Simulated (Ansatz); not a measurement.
Relaxed-ion elastic tensor of BeO (wurtzite, space group No. 186) in GPa (Voigt order), plane-wave PAW r²SCAN (Ansatz code); density 3.03 g/cm³, 6.85 Å³ per atom.

```
 462   126  87.5   0.0   0.0   0.0
 126   462  87.5   0.0   0.0   0.0
87.5  87.5   502   0.0   0.0   0.0
 0.0   0.0   0.0   149   0.0   0.0
 0.0   0.0   0.0   0.0   149   0.0
 0.0   0.0   0.0   0.0   0.0   168
```

**Question.** Is the crystal mechanically stable?

**Answer.** Yes: the smallest eigenvalue of C is 149 GPa.

**Question.** Work out the Voigt, Reuss and Hill averages.

**Answer.** K_V = 225, K_R = 225, K_H = 225; G_V = 168, G_R = 166, G_H = 167 GPa.

**Question.** Give Young's modulus, Poisson's ratio, Pugh's ratio and the universal anisotropy index.

**Answer.** E = 9KG/(3K + G) = 402 GPa; ν = 0.20; K/G = 1.35 (brittle by the Pugh limit of 1.75); A_U = 5G_V/G_R + K_V/K_R − 6 = 0.07.

**Question.** Estimate the sound speeds and the Debye temperature.

**Answer.** v_l = √((K + 4G/3)/ρ) = 12200 m/s, v_t = √(G/ρ) = 7420 m/s, mean 8190 m/s; Θ = (h/k)(3n/4πV)^(1/3) v_m = 1280 K.

**Question.** How much does each axis shrink under pressure?

**Answer.** Linear compressibilities β_i = Σ_j S_ij (j = 1 to 3): x 1.5, y 1.5, z 1.5 per TPa.

Space group P6_3mc (wurtzite). Symmetry was held in the r²SCAN relaxation; phonons on a q-mesh show no instability.

Potentials: the later of the program's two PAW sets.
